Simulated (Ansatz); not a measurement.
Crystal: HfB2.

```xyz
3
Lattice="3.1400 0.0000 0.0000 -1.5700 2.7193 0.0000 0.0000 0.0000 3.4800" Properties=species:S:1:pos:R:3 pbc="T T T"
Hf    0.0000    0.0000    0.0000
B     1.5700    0.9064    1.7400
B     0.0000    1.8129    1.7400
```

```yaml
Program: Ansatz 0.2.0
Task: relaxation of cell and atoms
Functional: SVWN5
Potentials_or_basis: all-electron LAPW, point nuclei
Basis_error_allowed: 0.00025 eV/atom
k_mesh: 10 × 10 × 8
Occupations: fermi-dirac, width 0.025 eV
Spin: collinear spin, random start
Starting_moments: "[0.55, 0.0, 0.0] μB"
```

At the start: volume 9.90 Å³/atom.

How do energy, volume and symmetry change on relaxing?

Over 6 steps the energy falls by 13.1 meV/atom and the volume is 9.51 Å³/atom (-4.0 %); space group P6/mmm (No. 191, to 0.05 Å); moment 0.00 μB per cell.

Step by step:
```
step  energy change (eV)  largest force (eV/Å)  volume (Å³)
   1              0.0000                0.0000        29.71
   2             -0.0290                0.0000        28.12
   3             -0.0385                0.0000        28.53
   4             -0.0392                0.0000        28.55
   5             -0.0392                0.0000        28.53
   6             -0.0392                0.0000        28.53
```

Final structure:
```xyz
3
Lattice="3.1008 0.0000 0.0000 -1.5504 2.6854 0.0000 0.0000 0.0000 3.4266" Properties=species:S:1:pos:R:3 pbc="T T T"
Hf    0.0000    0.0000    0.0000
B     1.5504    0.8951    1.7133
B     0.0000    1.7902    1.7133
```

Caveat: the starting moments weren't kept.
